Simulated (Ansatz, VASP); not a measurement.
Two plane-wave programs on BiS

INCAR

```
SYSTEM = BiS
PREC = Accurate
ENCUT = 520
EDIFF = 1E-6
ISMEAR = 0
SIGMA = 0.05
LREAL = .False.
LASPH = .True.
NELM = 80
ALGO = Normal
ISIF = 2
LWAVE = .False.
LCHARG = .True.
GGA = PE
LELF = .True.
LVHAR = .True.
NBANDS = 18
```

The input KPOINTS:

```
Automatic mesh
0
Gamma
  10 10 10
  0 0 0
```

Contents of POSCAR:

```
BiS
1.0
    3.6269355415      0.0000000000      0.0000000000
    0.0000000000      3.6269355415      0.0000000000
    0.0000000000      0.0000000000      3.6269355415
Bi S
1 1
Direct
    0.0000000000      0.0000000000      0.0000000000
    0.5000000000      0.5000000000      0.5000000000
```

Input for Ansatz:

```yaml
crystal:
  lattice:
    - [3.6269355415, 0.0, 0.0]
    - [0.0, 3.6269355415, 0.0]
    - [0.0, 0.0, 3.6269355415]
  atoms:
    - { symbol: Bi, position: [0.0, 0.0, 0.0] }
    - { symbol: S, position: [0.5, 0.5, 0.5] }
basis:
  ecutwfc: 420
  ecutrho_ratio: 4
kpoints:
  mp_grid: { grid: [10, 10, 10] }
hamiltonian:
  xc: pbe
scf:
  occupations: { method: gaussian, width: 0.05 }
output:
  forces: true
  stress: true
  eigenvalues: true
  write_density: true
  write_potential: true
  elf: true
  volumetric_format: npy
```

Alike in both runs: task single point; functional PBE; k mesh 10 × 10 × 10; occupations gaussian, width 0.05 eV; no spin polarisation.

|  | VASP | Ansatz |
| --- | --- | --- |
| version | VASP 6.6.1 | Ansatz 0.2.0 |
| potentials or method | VASP PAW PBE potentials, release 64 (Bi_d, S) | scalar-relativistic, plane waves, PAW |
| plane-wave cutoff (eV) | 520 | 420 |
| valence electrons in the cell | 21 | 21 |

Ansatz gave:

| Item | Value |
| --- | --- |
| gap on the k mesh at the Fermi level (eV) | none |
| pressure (GPa) | -2.6 |

Question: What did VASP give for the same quantities?

Answer: gap on the k mesh at the Fermi level (eV): none; pressure (GPa): -2.7.

A gap of «none» marks a metal or a gap that the smearing closes.

Caveats: spin-orbit coupling is left out, which moves the levels of the heavy elements.
